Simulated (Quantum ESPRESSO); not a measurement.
Here is a Quantum ESPRESSO 7.5 calculation.

Contents of pw.in:

```
&CONTROL
  calculation = 'scf'
  prefix = 'pwscf'
  outdir = './tmp'
  pseudo_dir = './pseudo'
  tprnfor = .true.
  tstress = .true.
  disk_io = 'nowf'
/
&SYSTEM
  ibrav = 0
  nat = 1
  ntyp = 1
  ecutwfc = 70
  nbnd = 13
  occupations = 'smearing'
  smearing = 'fd'
  degauss = 0.00367493
/
&ELECTRONS
  conv_thr = 2d-10
  electron_maxstep = 120
  mixing_beta = 0.5
/
ATOMIC_SPECIES
Sb   121.7600 Sb_ONCV_PBE-1.2.upf
CELL_PARAMETERS angstrom
  -1.8713408863    1.8713408863    1.8713408863
   1.8713408863   -1.8713408863    1.8713408863
   1.8713408863    1.8713408863   -1.8713408863
ATOMIC_POSITIONS crystal
Sb     0.0000000000    0.0000000000    0.0000000000
K_POINTS automatic
6 6 6 0 0 0
```

Potentials or basis: SG15 PBE 1.2.

Command:

```bash
$ OMP_NUM_THREADS=1 mpirun -n 4 pw.x -nk 4 -in pw.in > pw.out
```

(1) What does it give for the band gap on the k mesh?

(2) What does it give for the pressure?

## Answers

(1) none (metal or under the smearing width).

(2) 4.0 GPa.

Caveat: the k mesh is coarse (spacing up to 0.40 Å⁻¹), so the values aren't converged.
